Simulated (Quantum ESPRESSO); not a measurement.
# HfN (Fm-3m) in Quantum ESPRESSO: equation of state

Aim: energy against volume of HfN in PBEsol, for its equilibrium volume and stiffness.

All numbers are computed with Quantum ESPRESSO 7.5; they aren't measurements. Logs are shortened: lines on timing, memory, paths and dates and some standing lists are left out, and cuts for length are marked.

## Step 1: The crystal as given

It takes space group Fm-3m (No. 225, cubic). Conventional cell: a = 4.512 Å, b = 4.512 Å, c = 4.512 Å, α = 90.00°, β = 90.00°, γ = 90.00°. Hf (site symmetry m-3m) is surrounded by 6 N at 2.26 Å. Around N (site symmetry m-3m) lie 6 Hf at 2.26 Å.

## Step 2: Single point, PBEsol, 10.79 Å³/atom

Input file pw.in:

```
&CONTROL
  calculation = 'scf'
  prefix = 'pwscf'
  outdir = './tmp'
  pseudo_dir = './pseudo'
  tprnfor = .true.
  tstress = .true.
  disk_io = 'nowf'
/
&SYSTEM
  ibrav = 0
  nat = 2
  ntyp = 2
  ecutwfc = 45
  ecutrho = 360
  nbnd = 15
  occupations = 'smearing'
  smearing = 'fd'
  degauss = 0.00367493
/
&ELECTRONS
  conv_thr = 4d-10
  electron_maxstep = 120
  mixing_beta = 0.5
/
ATOMIC_SPECIES
Hf   178.4900 hf_pbesol_v1.uspp.F.UPF
N     14.0070 n_pbesol_v1.2.uspp.F.UPF
CELL_PARAMETERS angstrom
   0.0000000000    2.2099462613    2.2099462613
   2.2099462613    0.0000000000    2.2099462613
   2.2099462613    2.2099462613    0.0000000000
ATOMIC_POSITIONS crystal
Hf     0.0000000000    0.0000000000    0.0000000000
N      0.5000000000    0.5000000000    0.5000000000
K_POINTS automatic
10 10 10 0 0 0
```

Potentials or basis: GBRV 1.5 PBEsol.

On the command line:

```console
> OMP_NUM_THREADS=1 mpirun -n 2 pw.x -nk 2 -in pw.in > pw.out
```

pw.out:

```text
This program is part of the open-source Quantum ESPRESSO suite
     for quantum simulation of materials; please cite
         "P. Giannozzi et al., J. Phys.:Condens. Matter 21 395502 (2009);
         "P. Giannozzi et al., J. Phys.:Condens. Matter 29 465901 (2017);
         "P. Giannozzi et al., J. Chem. Phys. 152 154105 (2020);
     in publications or presentations arising from this work. More details at

     Message from routine setup:
     using ibrav=0 with symmetry is DISCOURAGED, use correct ibrav instead

     K-points division:     npool     =       2
     Subspace diagonalization in iterative solution of the eigenvalue problem:
     a serial algorithm will be used

     G-vector sticks info
     --------------------
     sticks:   dense  smooth     PW     G-vecs:    dense   smooth      PW
     Sum         859     433    151                16865     5961    1139

     Using Slab Decomposition

     bravais-lattice index     =            0
     lattice parameter (alat)  =       5.9060  a.u.
     unit-cell volume          =     145.6705 (a.u.)^3
     number of atoms/cell      =            2
     number of atomic types    =            2
     number of electrons       =        17.00
     number of Kohn-Sham states=           15
     kinetic-energy cutoff     =      45.0000  Ry
     charge density cutoff     =     360.0000  Ry
     scf convergence threshold =      4.0E-10
     mixing beta               =       0.5000
     number of iterations used =            8  plain     mixing
     Exchange-correlation= SLA  PW   PSX  PSC
                           (   1   4  10   8   0   0   0)

     celldm(1)=   5.906029  celldm(2)=   0.000000  celldm(3)=   0.000000
     celldm(4)=   0.000000  celldm(5)=   0.000000  celldm(6)=   0.000000

     crystal axes: (cart. coord. in units of alat)
               a(1) = (   0.000000   0.707107   0.707107 )
               a(2) = (   0.707107   0.000000   0.707107 )
               a(3) = (   0.707107   0.707107   0.000000 )

     reciprocal axes: (cart. coord. in units 2 pi/alat)
               b(1) = ( -0.707107  0.707107  0.707107 )
               b(2) = (  0.707107 -0.707107  0.707107 )
               b(3) = (  0.707107  0.707107 -0.707107 )

     PseudoPot. # 1 for Hf read from file:
     hf_pbesol_v1.uspp.F.UPF
     Pseudo is Ultrasoft + core correction, Zval = 12.0
     Generated by new atomic code, or converted to UPF format
     Using radial grid of  921 points,  8 beta functions with:
                l(1) =   0
                l(2) =   0
                l(3) =   0
                l(4) =   1
                l(5) =   1
                l(6) =   2
                l(7) =   2
                l(8) =   3
     Q(r) pseudized with  6 coefficients,  rinner =    1.200   1.200   1.200
                                                       1.200   1.200   1.200
                                                       1.200

     PseudoPot. # 2 for N  read from file:
     n_pbesol_v1.2.uspp.F.UPF
     Pseudo is Ultrasoft + core correction, Zval =  5.0
     Generated by new atomic code, or converted to UPF format
     Using radial grid of  729 points,  4 beta functions with:
                l(1) =   0
                l(2) =   0
                l(3) =   1
                l(4) =   1
     Q(r) pseudized with  8 coefficients,  rinner =    0.900   0.900   0.900

     atomic species   valence    mass     pseudopotential
     Hf               12.00   178.49000     Hf( 1.00)
     N                 5.00    14.00700     N ( 1.00)

     48 Sym. Ops., with inversion, found

   Cartesian axes

     site n.     atom                  positions (alat units)
         1        Hf     tau(   1) = (   0.0000000   0.0000000   0.0000000  )
         2        N      tau(   2) = (   0.7071068   0.7071068   0.7071068  )

     number of k points=    47  Fermi-Dirac smearing, width (Ry)=  0.0037
                       cart. coord. in units 2pi/alat
        k(    1) = (   0.0000000   0.0000000   0.0000000), wk =   0.0020000
        k(    2) = (   0.0707107   0.0707107  -0.0707107), wk =   0.0160000
        k(    3) = (   0.1414214   0.1414214  -0.1414214), wk =   0.0160000
        k(    4) = (   0.2121320   0.2121320  -0.2121320), wk =   0.0160000
        k(    5) = (   0.2828427   0.2828427  -0.2828427), wk =   0.0160000
        k(    6) = (  -0.3535534  -0.3535534   0.3535534), wk =   0.0080000
[... 39 lines left out ...]
        k(   46) = (  -0.0707107  -0.3535534   0.6363961), wk =   0.0480000
        k(   47) = (  -0.7071068   0.2828427   0.0000000), wk =   0.0240000

     Dense  grid:    16865 G-vectors     FFT dimensions: (  36,  36,  36)

     Smooth grid:     5961 G-vectors     FFT dimensions: (  25,  25,  25)

     Initial potential from superposition of free atoms

     starting charge      15.0000, renormalised to      17.0000

     negative rho (up, down):  1.196E-01 0.000E+00
     Starting wfcs are   17 randomized atomic wfcs

     Self-consistent Calculation

     iteration #  1     ecut=    45.00 Ry     beta= 0.50
     Davidson diagonalization with overlap
     ethr =  1.00E-02,  avg # of iterations =  3.0

     negative rho (up, down):  1.100E-01 0.000E+00

     total energy              =    -178.59434988 Ry
     estimated scf accuracy    <       1.51308476 Ry

     iteration #  2     ecut=    45.00 Ry     beta= 0.50
     Davidson diagonalization with overlap
     ethr =  8.90E-03,  avg # of iterations =  2.0

     negative rho (up, down):  1.096E-01 0.000E+00

     total energy              =    -178.84130500 Ry
     estimated scf accuracy    <       0.37539076 Ry

     iteration #  3     ecut=    45.00 Ry     beta= 0.50
     Davidson diagonalization with overlap
     ethr =  2.21E-03,  avg # of iterations =  2.0

     negative rho (up, down):  1.101E-01 0.000E+00

     total energy              =    -178.89786952 Ry
     estimated scf accuracy    <       0.03364336 Ry

     iteration #  4     ecut=    45.00 Ry     beta= 0.50
     Davidson diagonalization with overlap
     ethr =  1.98E-04,  avg # of iterations =  2.2
[... 37 lines left out ...]
     negative rho (up, down):  1.112E-01 0.000E+00

     total energy              =    -178.90475479 Ry
     estimated scf accuracy    <       0.00000003 Ry

     iteration #  9     ecut=    45.00 Ry     beta= 0.50
     Davidson diagonalization with overlap
     ethr =  1.66E-10,  avg # of iterations =  2.3

     negative rho (up, down):  1.112E-01 0.000E+00

     total energy              =    -178.90475479 Ry
     estimated scf accuracy    <          6.1E-09 Ry

     iteration # 10     ecut=    45.00 Ry     beta= 0.50
     Davidson diagonalization with overlap
     ethr =  3.58E-11,  avg # of iterations =  1.7

     negative rho (up, down):  1.112E-01 0.000E+00

     End of self-consistent calculation

          k = 0.0000 0.0000 0.0000 (   725 PWs)   bands (ev):

   -42.3502 -10.7382 -10.7382 -10.7382   2.1940  16.9404  16.9404  16.9404
    19.6072  19.6072  19.6072  22.1315  22.1315  22.4810  29.5981

          k = 0.0707 0.0707-0.0707 (   737 PWs)   bands (ev):

   -42.3421 -10.8712 -10.7486 -10.7486   2.4605  15.9827  16.3358  16.3358
    19.8730  19.9637  19.9637  22.9470  22.9470  23.1647  30.4278

          k = 0.1414 0.1414-0.1414 (   733 PWs)   bands (ev):

   -42.3209 -11.2025 -10.7754 -10.7754   3.1713  14.2323  15.2472  15.2472
    20.3121  20.8512  20.8512  24.6086  24.7744  24.7744  32.4530

          k = 0.2121 0.2121-0.2121 (   757 PWs)   bands (ev):

   -42.2946 -11.5835 -10.8085 -10.8085   4.1092  12.5350  14.2999  14.2999
    21.1017  22.1166  22.1166  25.8158  26.8720  26.8720  33.7286

          k = 0.2828 0.2828-0.2828 (   754 PWs)   bands (ev):

   -42.2732 -11.8721 -10.8348 -10.8348   4.9800  11.2350  13.6887  13.6887
    22.3834  23.4440  23.4440  25.7438  28.7549  28.7549  33.3106

          k =-0.3536-0.3536 0.3536 (   754 PWs)   bands (ev):

   -42.2650 -11.9784 -10.8448 -10.8448   5.3679  10.7100  13.4793  13.4793
    23.6209  24.0880  24.0880  24.7422  29.7246  29.7246  32.9850

          k = 0.1414-0.0000 0.0000 (   737 PWs)   bands (ev):
[... 99 lines left out ...]
          k =-0.0000-0.4243 0.4243 (   732 PWs)   bands (ev):

   -42.2504 -11.6220 -11.3632 -10.9177   4.5549  12.1544  14.0117  14.4006
    21.9121  22.7857  23.4110  25.7261  29.4864  30.9322  31.8423

          k = 0.5657-0.0000 0.0000 (   749 PWs)   bands (ev):

   -42.2480 -11.6840 -11.0961 -11.0961   3.4517  13.9204  16.1105  16.2236
    16.2236  24.2070  25.6962  25.7856  25.7856  29.6064  31.0105

          k =-0.0707-0.6364 0.6364 (   741 PWs)   bands (ev):

   -42.2398 -11.7156 -11.1778 -11.1063   3.4715  14.3653  15.1326  15.9629
    17.1100  24.9840  25.6031  25.8546  26.6059  29.1043  30.3121

          k = 0.0000-0.5657 0.5657 (   744 PWs)   bands (ev):

   -42.2381 -11.6449 -11.3397 -11.0661   3.7751  14.0061  14.5052  15.2643
    18.3189  24.7290  25.3067  26.4622  26.9609  29.3193  31.2149

          k =-0.7071 0.0000 0.0000 (   740 PWs)   bands (ev):

   -42.2372 -11.7574 -11.1331 -11.1331   3.2965  14.6406  15.8631  16.3178
    16.3178  24.4888  26.1194  26.1194  26.4591  28.8542  29.5987

          k = 0.2828 0.1414 0.0000 (   748 PWs)   bands (ev):

   -42.3041 -11.3060 -10.9235 -10.8103   3.5459  13.1668  15.0556  15.5150
    19.1057  22.1114  22.7972  23.2728  24.9686  27.7986  33.9192

          k = 0.3536 0.2121-0.0707 (   743 PWs)   bands (ev):

   -42.2811 -11.5620 -11.0104 -10.8452   4.1635  12.3866  14.2549  14.8643
    19.7868  22.9351  23.9666  24.5355  26.4969  29.0440  33.6286

          k =-0.2828-0.4243 0.5657 (   738 PWs)   bands (ev):

   -42.2625 -11.7696 -11.0524 -10.8906   4.6731  11.7979  13.8424  14.2743
    20.8740  23.8406  23.9572  26.1456  27.9388  29.7632  32.2031

          k =-0.2121-0.3536 0.4950 (   742 PWs)   bands (ev):

   -42.2553 -11.8481 -11.0625 -10.9127   4.8722  11.5657  13.8738  13.9036
    22.1302  22.6665  24.5229  26.9745  28.9754  29.6061  31.8182

          k = 0.4243 0.1414-0.0000 (   746 PWs)   bands (ev):

   -42.2725 -11.5370 -11.0529 -10.9499   3.8936  12.7632  15.0800  15.2138
    18.2877  24.0353  24.2637  24.6590  25.5754  29.7459  33.4344

          k =-0.2121-0.4950 0.6364 (   742 PWs)   bands (ev):

   -42.2555 -11.6568 -11.1570 -10.9933   4.1571  12.7732  14.3697  14.8037
    19.1757  24.2033  24.9288  25.4514  27.3455  30.0951  31.5775

          k =-0.1414-0.4243 0.5657 (   737 PWs)   bands (ev):
[... 9 lines left out ...]
          k = 0.0000-0.2828 0.4243 (   745 PWs)   bands (ev):

   -42.2626 -11.6264 -11.1934 -10.8936   4.4299  12.2021  14.0210  14.6014
    20.5534  23.6958  23.7123  24.9773  28.1992  29.9486  32.3401

          k =-0.1414-0.5657 0.7071 (   743 PWs)   bands (ev):

   -42.2469 -11.6653 -11.1562 -11.0908   3.7030  13.7421  15.0693  15.2497
    17.8732  24.7744  25.1122  25.7166  26.7083  29.7261  31.0325

          k =-0.0707-0.4950 0.6364 (   740 PWs)   bands (ev):

   -42.2397 -11.6338 -11.3003 -11.1005   3.8846  13.8120  14.4788  14.8881
    18.9036  23.8387  25.8021  26.0169  27.3315  29.8379  31.4128

          k = 0.0000-0.4243 0.5657 (   736 PWs)   bands (ev):

   -42.2407 -11.4981 -11.4977 -11.0431   4.1948  13.0482  14.4194  14.4856
    20.3499  22.6389  25.2922  26.4526  27.6681  31.0014  32.6376

          k =-0.7071 0.1414 0.0000 (   746 PWs)   bands (ev):

   -42.2371 -11.7003 -11.1954 -11.1523   3.5404  14.5680  15.0171  15.2385
    17.7757  24.8982  25.2662  26.1262  27.0225  29.0386  30.5406

          k =-0.1414-0.4243 0.7071 (   737 PWs)   bands (ev):

   -42.2441 -11.6073 -11.3111 -11.0681   4.1667  13.0891  14.3584  14.5352
    20.1127  22.8348  25.5281  25.7320  28.0289  30.7297  31.8384

          k =-0.0707-0.3536 0.6364 (   738 PWs)   bands (ev):

   -42.2397 -11.5470 -11.3975 -11.1115   4.1726  13.1832  14.3948  14.4529
    21.2854  21.3726  25.8144  26.4848  27.1773  31.4439  32.4788

          k =-0.7071 0.2828 0.0000 (   734 PWs)   bands (ev):

   -42.2370 -11.5483 -11.3557 -11.1829   3.9804  13.7953  14.4556  14.5329
    19.9791  22.5105  26.0762  26.1373  26.9861  30.9080  32.3379

     the Fermi energy is    20.0475 ev

!    total energy              =    -178.90475479 Ry
     estimated scf accuracy    <          1.4E-11 Ry
     smearing contrib. (-TS)   =      -0.00045064 Ry
     internal energy E=F+TS    =    -178.90430414 Ry

     The total energy is F=E-TS. E is the sum of the following terms:
     one-electron contribution =      -2.01376185 Ry
     hartree contribution      =      12.51436288 Ry
     xc contribution           =     -80.97964838 Ry
     ewald contribution        =    -108.42525678 Ry

     convergence has been achieved in  10 iterations

     negative rho (up, down):  1.112E-01 0.000E+00

     Forces acting on atoms (cartesian axes, Ry/au):

     atom    1 type  1   force =    -0.00000000   -0.00000000    0.00000000
     atom    2 type  2   force =     0.00000000    0.00000000   -0.00000000

     Total force =     0.000000     Total SCF correction =     0.000000

     Computing stress (Cartesian axis) and pressure

     negative rho (up, down):  1.112E-01 0.000E+00
          total   stress  (Ry/bohr**3)                   (kbar)     P=      168.26
   0.00114381   0.00000000   0.00000000          168.26        0.00        0.00
   0.00000000   0.00114381   0.00000000            0.00      168.26        0.00
  -0.00000000   0.00000000   0.00114381           -0.00        0.00      168.26

=------------------------------------------------------------------------------=
   JOB DONE.
=------------------------------------------------------------------------------=
```

Wall time 6.4 s (2 MPI ranks of Arm Neoverse V2, shared host); peak memory 0.22 GiB.

What came out:

```
Free energy            : -2434.1232 eV
Pressure               : 16.8 GPa
Band gap on the k mesh : none (metal or under the smearing width)
```

## Step 3: Single point, PBEsol, 11.02 Å³/atom

pw.in, as its differences from that of step 2:

```diff
@@ -29,5 +29,5 @@
 CELL_PARAMETERS angstrom
-   0.0000000000    2.2099462613    2.2099462613
-   2.2099462613    0.0000000000    2.2099462613
-   2.2099462613    2.2099462613    0.0000000000
+   0.0000000000    2.2255097759    2.2255097759
+   2.2255097759    0.0000000000    2.2255097759
+   2.2255097759    2.2255097759    0.0000000000
 ATOMIC_POSITIONS crystal
```

Potentials or basis: GBRV 1.5 PBEsol.

On the command line:

```console
> OMP_NUM_THREADS=1 mpirun -n 2 pw.x -nk 2 -in pw.in > pw.out
```

It took 6.4 s on 2 MPI ranks of Arm Neoverse V2, shared host; peak memory 0.22 GiB.

Results (log left out):

- Free energy: -2434.1618 eV
- Pressure: 9.6 GPa
- Band gap on the k mesh: none (metal or under the smearing width)

## Step 4: Single point, PBEsol, 11.25 Å³/atom

pw.in, as its differences from that of step 3:

```diff
@@ -29,5 +29,5 @@
 CELL_PARAMETERS angstrom
-   0.0000000000    2.2255097759    2.2255097759
-   2.2255097759    0.0000000000    2.2255097759
-   2.2255097759    2.2255097759    0.0000000000
+   0.0000000000    2.2408586042    2.2408586042
+   2.2408586042    0.0000000000    2.2408586042
+   2.2408586042    2.2408586042    0.0000000000
 ATOMIC_POSITIONS crystal
```

On the command line:

```console
> OMP_NUM_THREADS=1 mpirun -n 2 pw.x -nk 2 -in pw.in > pw.out
```

Wall time 6.5 s (2 MPI ranks of Arm Neoverse V2, shared host); peak memory 0.22 GiB.

It converged, with:

```yaml
Free_energy: -2434.1806 eV
Pressure: 3.0 GPa
Band_gap_on_the_k_mesh: none (metal or under the smearing width)
```

## Step 5: Single point, PBEsol, 11.48 Å³/atom

pw.in, as its differences from that of step 4:

```diff
@@ -29,5 +29,5 @@
 CELL_PARAMETERS angstrom
-   0.0000000000    2.2408586042    2.2408586042
-   2.2408586042    0.0000000000    2.2408586042
-   2.2408586042    2.2408586042    0.0000000000
+   0.0000000000    2.2560000000    2.2560000000
+   2.2560000000    0.0000000000    2.2560000000
+   2.2560000000    2.2560000000    0.0000000000
 ATOMIC_POSITIONS crystal
```

On the command line:

```console
> OMP_NUM_THREADS=1 mpirun -n 2 pw.x -nk 2 -in pw.in > pw.out
```

Run time: 6.7 s. Hardware: 2 MPI ranks of Arm Neoverse V2, shared host; peak memory 0.24 GiB.

It converged, with:

```
Free energy            : -2434.1816 eV
Pressure               : -2.8 GPa
Band gap on the k mesh : none (metal or under the smearing width)
```

## Step 6: Single point, PBEsol, 11.71 Å³/atom

pw.in, as its differences from that of step 5:

```diff
@@ -29,5 +29,5 @@
 CELL_PARAMETERS angstrom
-   0.0000000000    2.2560000000    2.2560000000
-   2.2560000000    0.0000000000    2.2560000000
-   2.2560000000    2.2560000000    0.0000000000
+   0.0000000000    2.2709408328    2.2709408328
+   2.2709408328    0.0000000000    2.2709408328
+   2.2709408328    2.2709408328    0.0000000000
 ATOMIC_POSITIONS crystal
```

Potentials or basis: GBRV 1.5 PBEsol.

On the command line:

```console
> OMP_NUM_THREADS=1 mpirun -n 2 pw.x -nk 2 -in pw.in > pw.out
```

It took 6.7 s on 2 MPI ranks of Arm Neoverse V2, shared host; peak memory 0.24 GiB.

It converged, with:

- Free energy: -2434.1667 eV
- Pressure: -8.1 GPa
- Band gap on the k mesh: none (metal or under the smearing width)

## Step 7: Single point, PBEsol, 11.94 Å³/atom

pw.in, as its differences from that of step 6:

```diff
@@ -29,5 +29,5 @@
 CELL_PARAMETERS angstrom
-   0.0000000000    2.2709408328    2.2709408328
-   2.2709408328    0.0000000000    2.2709408328
-   2.2709408328    2.2709408328    0.0000000000
+   0.0000000000    2.2856876150    2.2856876150
+   2.2856876150    0.0000000000    2.2856876150
+   2.2856876150    2.2856876150    0.0000000000
 ATOMIC_POSITIONS crystal
```

On the command line:

```console
> OMP_NUM_THREADS=1 mpirun -n 2 pw.x -nk 2 -in pw.in > pw.out
```

Wall time 8.3 s (2 MPI ranks of Arm Neoverse V2, shared host); peak memory 0.24 GiB.

The run converged. Its results:

```
Free energy            : -2434.1374 eV
Pressure               : -12.8 GPa
Band gap on the k mesh : none (metal or under the smearing width)
```

## Step 8: Single point, PBEsol, 12.17 Å³/atom

pw.in, as its differences from that of step 7:

```diff
@@ -29,5 +29,5 @@
 CELL_PARAMETERS angstrom
-   0.0000000000    2.2856876150    2.2856876150
-   2.2856876150    0.0000000000    2.2856876150
-   2.2856876150    2.2856876150    0.0000000000
+   0.0000000000    2.3002465274    2.3002465274
+   2.3002465274    0.0000000000    2.3002465274
+   2.3002465274    2.3002465274    0.0000000000
 ATOMIC_POSITIONS crystal
```

On the command line:

```console
> OMP_NUM_THREADS=1 mpirun -n 2 pw.x -nk 2 -in pw.in > pw.out
```

It took 8.4 s on 2 MPI ranks of Arm Neoverse V2, shared host; peak memory 0.24 GiB.

Results (log left out):

```yaml
Free_energy: -2434.0953 eV
Pressure: -17.1 GPa
Band_gap_on_the_k_mesh: none (metal or under the smearing width)
```

## Step 9: Equation of state, PBEsol

Potentials or basis: GBRV 1.5 PBEsol.

No new run: the results of the series are fitted here.

What came out:

```yaml
Equilibrium_volume: 11.38 Å³/atom
Bulk_modulus: 289 GPa
Pressure_derivative_of_the_bulk_modulus: 4.4
```

Energy against volume, from the lowest point:
```
volume (Å³/atom)  energy (meV/atom)
          10.793              29.21
          11.023               9.89
          11.252               0.50
          11.482               0.00
          11.712               7.44
          11.941              22.10
          12.171              43.15
```
